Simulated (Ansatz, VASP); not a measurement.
# One calculation of CdSe, two programs

Contents of INCAR:

```
SYSTEM = CdSe
ALGO = Normal
EDIFF = 1E-6
ENCUT = 520
GGA = PS
ISIF = 2
ISMEAR = 0
LASPH = .True.
LCHARG = .True.
LELF = .True.
LREAL = .False.
LVHAR = .True.
LWAVE = .False.
NBANDS = 16
NELM = 100
PREC = Accurate
SIGMA = 0.05
```

Contents of KPOINTS:

```
k-points
0
Gamma
  10 10 10
  0 0 0
```

Contents of POSCAR:

```
CdSe
1.0
   -0.1114639971      3.1933750868      3.0413096065
    3.0413096065     -0.1114639971      3.0413096065
    2.9298456094      3.0819110897      0.0000000000
Cd Se
1 1
Direct
    0.0000000000      0.0000000000      0.0000000000
    0.7500000000      0.7500000000      0.7500000000
```

Input for Ansatz:

```yaml
crystal:
  lattice:
    - [-0.1114639971, 3.1933750868, 3.0413096065]
    - [3.0413096065, -0.1114639971, 3.0413096065]
    - [2.9298456094, 3.0819110897, 0.0]
  atoms:
    - { symbol: Cd, position: [0.0, 0.0, 0.0] }
    - { symbol: Se, position: [0.75, 0.75, 0.75] }
basis:
  ecutwfc: 420
kpoints:
  mp_grid: { grid: [10, 10, 10] }
hamiltonian:
  xc: pbesol
scf:
  occupations: { method: gaussian, width: 0.05 }
output:
  forces: true
  stress: true
  eigenvalues: true
```

Change from the starting cell: engineering shear strain xz -0.0733, normal strain along z +0.0500.

Alike in both runs: task single point; functional PBEsol; k mesh 10 × 10 × 10; occupations gaussian, width 0.05 eV; no spin polarisation.

|  | VASP | Ansatz |
| --- | --- | --- |
| version | VASP 6.6.1 | Ansatz 0.2.0 |
| potentials or method | VASP PAW PBE potentials, release 64 (Cd, Se) | scalar-relativistic, plane waves, PAW |
| plane-wave cutoff (eV) | 520 | 420 |
| valence electrons in the cell | 18 | 36 |

|  | VASP | Ansatz | Ansatz less VASP |
| --- | --- | --- | --- |
| gap on the k mesh at the Fermi level (eV) | 0.34 | 0.34 | +0.001 |
| least direct gap on the mesh (eV) | 0.34 | 0.34 | +0.001 |
| pressure (GPa) | -1.7 | -2.0 | -0.28 |
| largest component of the traceless stress (GPa) | 2.67 | 2.60 | -0.070 |
| rms of the force components (eV/Å) | 0.193 | 0.183 | -0.0100 |

Atom by atom the forces differ by 0.010 eV/Å (rms over components). With one functional, cell and mesh, what is left measures potentials, basis and numerics. The two sets of potentials don't hold the same shells in valence.

Caveats: the PAW data sets were made with another functional, which shifts forces and pressure a little (VASP).
